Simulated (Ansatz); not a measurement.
The cell comes from COD entry 1539074, which wasn't checked; take it as a given geometry. The listed cell was then made from it by scaling, straining or moving an atom.

MoP: DFT, PBEsol, all-electron PAW with datasets made for the crystal, scalar-relativistic (Ansatz 0.2.0). What sets it apart from a plain run of this crystal: zz strain of -1 %.

Command: `ansatz run input.yaml --threads 1 --pin off --max-ram 3072MiB --backend cpu --events-out ev --progress --plain --runs-dir out` The run took 12 s on 1 thread of Intel(R) Xeon(R) 6975P-C (Granite Rapids) (shared host), peak memory 0.66 GiB.

```yaml
crystal:
  lattice:
    - [3.2230000535, 0.0, 0.0]
    - [-1.6115000268, 2.7911999227, 0.0]
    - [0.0, 0.0, 3.15909]
  atoms:
    - { symbol: Mo, position: [0.0, 0.0, 0.0] }
    - { symbol: P, position: [0.3333333333, 0.6666666667, 0.5] }
kpoints:
  mp_grid: { grid: [15, 15, 13] }
scf:
  occupations: { method: fermi_dirac, width: 0.08 }
hamiltonian:
  xc: pbesol
  pseudopotentials: { kind: all_electron, datasets: crystal }
output:
  forces: true
  stress: true
  eigenvalues: true
  efg: { contact_densities: true }
```

Output (standing set-up lines are left out):

```
hamiltonian.pseudopotentials.datasets: crystal makes datasets for this crystal and solves the spheres of its atoms anew in each pass: cutoff 300.0 eV, the density's 1200.0 eV; for an error of 0.50 meV an atom under PBE, 1.0 meV for the cell; an energy difference from a run of another recipe may be off by several times the error for the cell, under r2SCAN by more, where some 0.1 meV an atom stays at smaller errors; P in spheres of 1.064 Å, 5 of its electrons in bands, 8 on its site; Mo in spheres of 1.376 Å, 6 of its electrons in bands, 8 on its site; only band paths and densities of states list, in semicore columns, the levels of the semicore shells that are solved separately: 2s of P, 2p of P, 4s of Mo, 4p of Mo
Crystal: 2 atoms, lattice volume = 28.419 Å³
Basis set: ecut = 300 eV, 339 PW (Γ), exchange–correlation on 40×40×36 points (8 copies of the dense FFT grid, shifted against one another)
PAW one-centre angular grid: P, 110 points (default); XC on its mesh's 1907 points in the sphere
iter 1 solved again at ethr=3.35e-2 eV; its pass at ethr=1.00e-1 eV (dr2=3.68e0 eV) is discarded
SCF iter   1: F=—  HF=-119415.293960 eV  |F-HF|=—  |Δ(HF+E_count)|=         —  Δρ=1.10e-1  dr2=4.84e0  ethr=3.35e-2  ⟨swp⟩=3.0  Hψ=13535  notcnv=0
preconditioner: auto → none  [metal: Δε(μ)=0.009 eV  Ē_g=10.234 eV  σ=0.080 eV  W_gap=0.03  n_scr=8 (ndim 8)  ℏωp=23.1 eV  f_vac=0.000  D(μ)=0.92/eV (n_scr^D=8)  sad-step TF]
SCF iter   2: F=—  HF=-119414.367839 eV  |F-HF|=—  |Δ(HF+E_count)|=   9.26e-1  Δρ=4.56e-2  dr2=7.19e-1  ethr=3.35e-2  ⟨swp⟩=2.0  Hψ=4159  notcnv=0
SCF iter   3: F=—  HF=-119414.209932 eV  |F-HF|=—  |Δ(HF+E_count)|=   1.58e-1  Δρ=1.80e-2  dr2=1.28e-1  ethr=6.53e-3  ⟨swp⟩=3.0  Hψ=5744  notcnv=0
SCF iter   4: F=—  HF=-119414.201236 eV  |F-HF|=—  |Δ(HF+E_count)|=   8.70e-3  Δρ=9.28e-3  dr2=3.96e-2  ethr=1.17e-3  ⟨swp⟩=2.9  Hψ=6609  notcnv=0  defer=4
SCF iter   5: F=—  HF=-119414.192662 eV  |F-HF|=—  |Δ(HF+E_count)|=   8.57e-3  Δρ=3.02e-3  dr2=4.18e-3  ethr=3.60e-4  ⟨swp⟩=2.1  Hψ=4013  notcnv=0  defer=8
iter 6 solved again at ethr=9.75e-7 eV; its pass at ethr=3.80e-5 eV (dr2=1.07e-4 eV) is discarded
SCF iter   6: F=—  HF=-119414.192344 eV  |F-HF|=—  |Δ(HF+E_count)|=   3.18e-4  Δρ=5.11e-4  dr2=1.07e-4  ethr=9.75e-7  ⟨swp⟩=2.5  Hψ=8731  notcnv=0  defer=5
SCF iter   7: F=—  HF=-119414.192322 eV  |F-HF|=—  |Δ(HF+E_count)|=   2.20e-5  Δρ=1.46e-4  dr2=7.95e-6  ethr=9.75e-7  ⟨swp⟩=2.3  Hψ=3269  notcnv=0  defer=4
SCF iter   8: F=—  HF=-119414.192320 eV  |F-HF|=—  |Δ(HF+E_count)|=   1.81e-6  Δρ=3.25e-5  dr2=4.08e-7  ethr=7.23e-8  ⟨swp⟩=2.9  Hψ=3553  notcnv=0  defer=3
SCF iter   9: F=-119414.192320 eV  HF=-119414.192320 eV  |F-HF|=2.30e-9  |Δ(HF+E_count)|=   4.97e-8  Δρ=3.26e-6  dr2=3.00e-9  ethr=3.71e-9  ⟨swp⟩=3.0  Hψ=3884  notcnv=0  defer=3
SCF 1 converged in 9 iterations: F = -119414.192319 eV  dr2 = 3.00e-9
  Residual-converged pass: ⟨swp⟩=4.1  Hψ=5200  notcnv=0  max |occ|·‖R‖ = 5.1e-6 eV (tolerance 5.3e-6 eV)  dr2=3.89e-9  dr2_onsite=3.72e-9  max |Δocc| = 1.4e-8
  greatest PAW one-centre occupation: 0.509 electrons in one spin orbital (limit 2), on the P atom at site 1 (counted from 0), in its partial waves of l = 0
SCF converged after 9 iterations
Free energy (F): -119414.192319 eV
Harris-Foulkes:  -119414.192319 eV  (|F-HF|=2.30e-9)
Internal energy: -119414.173566 eV  (E = F + TS)
E sigma→0 (E₀):  -119414.182943 eV
Entropy (-TS):   -0.018753 eV (-9.377 meV/atom)
Past the cutoff: the bands carry plane waves up to 1.75 times it, of which those up to 1.5 times it add -0.000123 eV an atom, each by itself; the spheres take 0.000073 eV an atom off the energy for waves past 1.75 times it
By the cutoff:   a pressure is off by up to 0.006 GPa (1.2 times the spheres' own share and the shells' term, over an atom's volume, and 0.004 GPa: a bound that held against runs at twice the plane waves)
Past the cutoffs: a stress includes 0.0039 GPa for waves and charges beyond them, in addition to the slope of what the spheres take
In the spheres:  the bands' charges fall short by 2.1e-6 e at most (sound up to 1e-3), those of shells solved beside the bands by 4.4e-7 e (sound up to 5e-4)
Fermi energy:    19.321615 eV
--- Per-component energies (eV) ---
  The terms above E_closure are by the made datasets' own strengths, without shells solved beside the bands.
--- Forces (eV/Å), atoms counted from 1 ---
  atom   1  Mo    -0.00000000    -0.00000000     0.00000000
  atom   2  P      0.00000000    -0.00000000     0.00000000
  max |Σ_I F_I| component: 1.20e-16 eV/Å
--- Stress (GPa, compression-positive) ---
       -1.618460      -0.000000       0.000000
       -0.000000      -1.618460       0.000000
        0.000000       0.000000       0.635733
  P = ⅓ Tr σ = -0.8671 GPa (-8.671 kbar)
  It holds what live shells' own plane waves past their cutoff add
--- PAW observables at the nuclei: V_zz in 10²¹ V/m², potentials from the cell's mean, atoms counted from 1 ---
  atom   1  Mo V_zz =    -0.585033   η = 0.0000   by run symmetry: allowed
            electrostatic potential = -6356.917563 V   contact ρ = 594345.312103 e/Å³
  atom   2  P  V_zz =    -0.619827   η = 0.0000   by run symmetry: allowed
            electrostatic potential = -1502.560267 V   contact ρ = 15972.909271 e/Å³
--- Band table (eV; the first three rows and the last of 189) ---
  k-point 0: bands = ["5.3544", "15.0634", "15.9336", "15.9336", "18.7720", "19.6359", "19.6359", "23.5298", "23.5298"]
  k-point 1: bands = ["5.4542", "14.9599", "15.9803", "15.9803", "18.7047", "19.3721", "19.3721", "23.7473", "23.7473"]
  k-point 2: bands = ["5.7454", "14.5817", "16.1131", "16.1131", "18.6865", "18.7966", "18.7966", "24.0101", "24.0101"]
  k-point 188: bands = ["8.4949", "12.3829", "13.5754", "16.0648", "17.9861", "20.8974", "22.6974", "23.6321", "23.7379"]
```

Spin polarisation is left out, and whether a magnetic state lies lower isn't shown here.
